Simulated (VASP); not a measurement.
Wanted: the native input for a VASP 6.6.1 run.

* Task: single point
* Functional: PBEsol
* Potentials or basis: VASP PAW PBE potentials, release 64 (Cd)
* Cutoff: 700 eV
* k mesh: 18 × 18 × 8
* Occupations: gaussian, width 0.1 eV
* Spin: no spin polarisation
* Further INCAR settings: ALGO = Normal; EDIFF = 1e-06

The structure of Cd lies in POSCAR:

```
Cd
1.0
    2.9511000000      0.0000000000      0.0000000000
   -1.4755500000      2.5557300000      0.0000000000
    0.0000000000      0.0000000000      5.6024900000
Cd
2
Direct
    0.3333300000      0.6666700000      0.2500000000
    0.6666700000      0.3333300000      0.7500000000
```

One way to write it, as run:

INCAR

```
SYSTEM = Cd
ALGO     = Normal         ! electronic algorithm
EDIFF    = 1E-6           ! SCF threshold, eV
ENCUT    = 700            ! plane-wave cutoff, eV
GGA      = PS             ! functional
ISIF     = 2              ! what is computed and relaxed
ISMEAR   = 0              ! smearing method
LASPH    = .TRUE.         ! aspherical terms in the spheres
LCHARG   = .FALSE.        ! write CHGCAR
LREAL    = .FALSE.        ! projectors in reciprocal space
LWAVE    = .FALSE.        ! write WAVECAR
NELM     = 60             ! most SCF steps
PREC     = Accurate       ! precision mode
SIGMA    = 0.1            ! smearing width, eV
```

KPOINTS

```
k-points
0
G
  18 18 8
  0 0 0
```

Potentials or basis: VASP PAW PBE potentials, release 64 (Cd).

The run is started by

```bash
$ cat potpaw_PBE.64/Cd/POTCAR > POTCAR
$ mpirun -np 1 vasp_std > vasp.out
```

It gave:

```json
{
  "Pressure": "0.1 GPa",
  "Band gap on the k mesh": "none (metal or under the smearing width)"
}
```

Caveat: the PAW data sets were made with another functional, which shifts forces and pressure a little.

Wall time 120 s on 1 thread of Intel(R) Xeon(R) 6975P-C (Granite Rapids) (shared host), peak memory 0.51 GiB.
